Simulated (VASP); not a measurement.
# Sn (Immm) in VASP: a series of runs

Runs on Sn. Level: PBE. Tasks: single point.

All numbers are computed with VASP 6.6.1; they aren't measurements. Logs are shortened: lines on timing, memory, paths and dates and some standing lists are left out, and cuts for length are marked.

## (1) The structure

The structure is orthorhombic, space group Immm (No. 71). Conventional cell: a = 3.453 Å, b = 3.551 Å, c = 4.677 Å, α = 90.00°, β = 90.00°, γ = 90.00°. Sn (site symmetry mmm) is surrounded by 12 Sn at 3.41 to 3.55 Å.

This isn't the form of Sn at room conditions, which is tetragonal (white tin).

## (2) Single point, PBE

INCAR

```
SYSTEM = Sn
ADDGRID = .FALSE.
ALGO = Normal
EDIFF = 1E-7
ENCUT = 450
GGA = PE
ISIF = 2
ISMEAR = 1
LASPH = .TRUE.
LCHARG = .FALSE.
LREAL = .FALSE.
LWAVE = .FALSE.
NELM = 100
PREC = Accurate
SIGMA = 0.2
```

KPOINTS

```
k-points
0
G
  6 6 6
  0 0 0
```

POSCAR

```
Sn
1.0
   -1.7265390000      1.7755470000      2.3383420000
    1.7265390000     -1.7755470000      2.3383420000
    1.7265390000      1.7755470000     -2.3383420000
Sn
1
Direct
    0.0000000000      0.0000000000      0.0000000000
```

Potentials or basis: VASP PAW PBE potentials, release 64 (Sn).

Launch:

```
$ cat potpaw_PBE.64/Sn/POTCAR > POTCAR
$ mpirun -np 1 vasp_std > vasp.out
```

OUTCAR:

```text
SYSTEM = Sn
   EDIFF = 1E-7
   ENCUT = 450
   GGA = PE
   ISIF = 2
   ISMEAR = 1
   LASPH = .TRUE.
   LREAL = .FALSE.
   NELM = 100
   PREC = Accurate

 Found     46 irreducible k-points:

 Following reciprocal coordinates:
            Coordinates               Weight
  0.000000  0.000000  0.000000      1.000000
  0.166667  0.000000 -0.000000      4.000000
  0.333333  0.000000  0.000000      4.000000
  0.500000  0.000000 -0.000000      2.000000
 -0.000000  0.166667  0.000000      4.000000
  0.166667  0.166667  0.000000      8.000000
   k-points           NKPTS =     46   k-points in BZ     NKDIM =     46   number of bands    NBANDS=      6
   number of dos      NEDOS =    301   number of ions     NIONS =      1
   total plane-waves  NPLWV =  13824
   dimension x,y,z NGX =    24 NGY =   24 NGZ =   24
   dimension x,y,z NGXF=    48 NGYF=   48 NGZF=   48
   ions per type =               1
   NGX,Y,Z   is equivalent  to a cutoff of  11.71, 11.71, 11.71 a.u.
   NGXF,Y,Z  is equivalent  to a cutoff of  23.43, 23.43, 23.43 a.u.
 SYSTEM =  Sn
   PREC   = accura    normal or accurate (medium, high low for compatibility)
   ISTART =      0    job   : 0-new  1-cont  2-samecut
   ICHARG =      2    charge: 1-file 2-atom 10-const
   ISPIN  =      1    spin polarized calculation?
   LNONCOLLINEAR =      F non collinear calculations
   LSORBIT =      F    spin-orbit coupling
   LASPH  =      T    aspherical Exc in radial PAW
   ENCUT  =  450.0 eV  33.07 Ry    5.75 a.u.   5.89  5.89  5.89*2*pi/ulx,y,z
   NELM   =    100;   NELMIN=  2; NELMDL= -5     # of ELM steps
   EDIFF  = 0.1E-06   stopping-criterion for ELM
   LREAL  =      F    real-space projection
   EDIFFG = 0.1E-05   stopping-criterion for IOM
   NSW    =      0    number of steps for IOM
   IBRION =     -1    ionic relax: 0-MD 1-quasi-New 2-CG
   NFREE  =      0    steps in history (QN), initial steepest desc. (CG)
   ISIF   =      2    stress and relaxation
   ISYM   =      2    0-nonsym 1-usesym 2-fastsym
   POTIM  = 0.5000    time-step for ionic-motion
   TEBEG  =    0.0;   TEEND  =   0.0 temperature during run
   PSTRESS=    0.0 pullay stress
   NELECT =       4.0000    total number of electrons
   NUPDOWN=      -1.0000    fix difference up-down
   EMIN   =  10.00;   EMAX   =-10.00  energy-range for DOS
   EFERMI =   0.00;   METHOD = LEGACY
   ISMEAR =     1;   SIGMA  =   0.20  broadening in eV -4-tet -1-fermi 0-gaus
   EFERMI_NEDOS =   21; number of points for ismear=-14 and -15
   IALGO  =     38    algorithm
   IMIX   =      4    mixing-type and parameters
     AMIX     =   0.40;   BMIX     =  1.00
     AMIX_MAG =   1.60;   BMIX_MAG =  1.00
  volume/ion in A,a.u.               =      28.67       193.50
  Fermi-wavevector in a.u.,A,eV,Ry     =   0.849055  1.604482  9.808370  0.720895
  Thomas-Fermi vector in A             =   1.964816
   LORBIT       =      0    0 simple, 1 ext, 2 COOP (PROOUT), +10 PAW based schemes
   GGA     = PE    functional components
   LHFCALC =     F    Hartree Fock is set to
   AEXX    =    0.0000 exact exchange contribution
   IVDW    =     0    specifies the selected vdW correction
   LEPSILON=     F    determine dielectric tensor
   LRPA    =     F    only Hartree local field effects (RPA)
 non-spin polarized calculation
 Methfessel and Paxton  Order N= 1 SIGMA  =   0.20
  energy-cutoff  :      450.00
  volume of cell :       28.67
 maximum number of plane-waves:       630
   NGX = 11   NGY = 11   NGZ = 11

 number of electron       4.0000000 magnetization

 Free energy of the ion-electron system (eV)
  ---------------------------------------------------
  ext. energy  EPLUGINS =         0.00000000
  ---------------------------------------------------
  free energy    TOTEN  =        -3.66568449 eV

  energy without entropy =       -3.66151977  energy(sigma->0) =       -3.66429625

 E-fermi :   5.0512     XC(G=0):  -9.9611

 val. band max:        5.0374602981   @ k =   0.5000  -0.3333   0.1667
 cond. band min:       5.0547061797   @ k =   0.3333   0.3333   0.1667
 fundamental gap:      0.0172458816
 Fermi energy:         5.0511652504

 k-point     1 :       0.0000    0.0000    0.0000
  band No.  band energies     occupation
      1      -5.8198      2.00000
      2      11.9876      0.00000
      3      12.1309      0.00000
      4      12.5353      0.00000
      5      15.5934      0.00000
      6      15.8077      0.00000

 k-point     2 :       0.1667    0.0000   -0.0000
  band No.  band energies     occupation
      1      -5.2836      2.00000
      2       8.1597     -0.00000
      3      11.6719      0.00000
      4      11.6954      0.00000
      5      14.5813      0.00000
      6      16.8886      0.00000

 k-point     3 :       0.3333    0.0000    0.0000
  band No.  band energies     occupation
      1      -3.7058      2.00000
      2       3.4432      2.00000
      3      10.6184      0.00000
      4      11.1439      0.00000
      5      14.3513      0.00000
      6      15.5250      0.00000

 k-point     4 :       0.5000    0.0000   -0.0000
  band No.  band energies     occupation
      1      -1.9075      2.00000
      2       0.5489      2.00000
      3      10.2014      0.00000
      4      10.9541      0.00000
      5      14.5047      0.00000
      6      14.9739      0.00000

 k-point     5 :      -0.0000    0.1667    0.0000
  band No.  band energies     occupation
      1      -5.2609      2.00000
      2       8.5657     -0.00000
      3      11.1767      0.00000
      4      11.6641      0.00000
      5      14.3779      0.00000
      6      16.5545      0.00000

 k-point     6 :       0.1667    0.1667    0.0000
  band No.  band energies     occupation
      1      -4.3375      2.00000
      2       6.4855     -0.00000
      3       7.5742     -0.00000
      4      11.8099      0.00000
      5      15.3654      0.00000
      6      15.8665      0.00000

 [... further k-points ...]

------------------------ aborting loop because EDIFF is reached ----------------------------------------

  FORCE on cell =-STRESS in cart. coord.  units (eV):
  Direction    XX          YY          ZZ          XY          YZ          ZX
  --------------------------------------------------------------------------------------
  -------------------------------------------------------------------------------------
  Total       -0.2983246      0.3661659     -0.2391377     -0.0000000      0.0000000      0.0000000
  in kB      -16.6695168     20.4602926    -13.3623253     -0.0000000      0.0000000      0.0000000
  external PRESSURE =      -3.1905165 kB  Pullay stress =       0.0000000 kB

 VOLUME and BASIS-vectors are now :
 -----------------------------------------------------------------------------
  energy-cutoff  :      450.00
  volume of cell :       28.67
      direct lattice vectors                 reciprocal lattice vectors
    -1.726539000  1.775547000  2.338342000     0.000000000  0.281603359  0.213826720
     1.726539000 -1.775547000  2.338342000     0.289596702  0.000000000  0.213826720
     1.726539000  1.775547000 -2.338342000     0.289596702  0.281603359  0.000000000

 POSITION                                       TOTAL-FORCE (eV/Angst)
 -----------------------------------------------------------------------------------
      0.00000      0.00000      0.00000        -0.000000      0.000000     -0.000000
 -----------------------------------------------------------------------------------
    total drift:                                0.000000      0.000000     -0.000000

  FREE ENERGIE OF THE ION-ELECTRON SYSTEM (eV)
  ---------------------------------------------------
  free  energy   TOTEN  =        -3.6656844908 eV

  energy  without entropy=       -3.6615197671  energy(sigma->0) =       -3.66429625
```

Wall time 4.3 s (1 thread of Intel Xeon 6975P-C (Granite Rapids), shared host); peak memory 0.13 GiB.

These settings aren't checked as converged: the numbers below hold their error.

Results:

| Property | Result |
| --- | --- |
| Free energy | -3.6657 eV |
| Pressure | -0.3 GPa |
| Band gap on the k mesh | none (metal or under the smearing width) |

Caveat: the k mesh is coarse (spacing up to 0.42 Å⁻¹), so the values aren't converged.

## (3) Single point, PBE

INCAR is that of step 2.

KPOINTS is that of step 2.

POSCAR

```
Sn
1.0
   -1.6810770000      1.7214010000      2.3373330000
    1.7271670000     -1.7623000000      2.4024190000
    1.7145940000      1.7948920000     -2.3683880000
Sn
1
Direct
    0.0245380000     -0.0183670000      0.0024320000
```

Potentials or basis: VASP PAW PBE potentials, release 64 (Sn).

Launch:

```
$ cat potpaw_PBE.64/Sn/POTCAR > POTCAR
$ mpirun -np 1 vasp_std > vasp.out
```

It took 6.5 s on 1 thread of Intel Xeon 6975P-C (Granite Rapids), shared host; peak memory 0.14 GiB.

The run converged, but some of its settings lie outside the range that counts as converged, so its numbers aren't taken as properties of the crystal.

Results:

```yaml
Free_energy: -3.6661 eV
Pressure: -0.4 GPa
Band_gap_on_the_k_mesh: none (metal or under the smearing width)
```

Caveat: the k mesh is coarse (spacing up to 0.42 Å⁻¹), so the values aren't converged.
